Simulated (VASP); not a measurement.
Input of a VASP 6.6.1 run:

The input INCAR:

```
PREC = Accurate ; ENCUT = 520
EDIFF = 1E-7 ; ISMEAR = 0
SIGMA = 0.02 ; LREAL = False
LASPH = True ; NELM = 120
ALGO = Normal ; ISIF = 2
LWAVE = False ; LCHARG = False
ISPIN = 2 ; MAGMOM = 3 0
LORBIT = 11 ; LMAXMIX = 4
GGA = PE ; NBANDS = 18
```

File KPOINTS:

```
regular mesh
0
Gamma
  18 18 18
```

The input POSCAR:

```
CoO
1.0
    0.0000000000      2.1315000000      2.1315000000
    2.1315000000      0.0000000000      2.1315000000
    2.1315000000      2.1315000000      0.0000000000
Co O
1 1
Direct
    0.0000000000      0.0000000000      0.0000000000
    0.5000000000      0.5000000000      0.5000000000
```

Potentials or basis: VASP PAW PBE potentials, release 64 (Co, O).

Run with:

```sh
$ cat potpaw_PBE.64/Co/POTCAR potpaw_PBE.64/O/POTCAR > POTCAR
$ mpirun -np 1 vasp_std > vasp.out
```

(1) What does it give for the site moments?

(2) Estimate the band gap on the k mesh.

(3) What does it give for the net moment?

Results:

(1) Co +2.59; O +0.31 μB.

(2) none (metal or under the smearing width).

(3) 2.96 μB per cell.

Caveat: a cell with one magnetic atom can't hold antiferromagnetic order, which such compounds often take; semilocal functionals often make such compounds metallic where correlation or magnetic order opens a gap, which also shifts bond lengths.
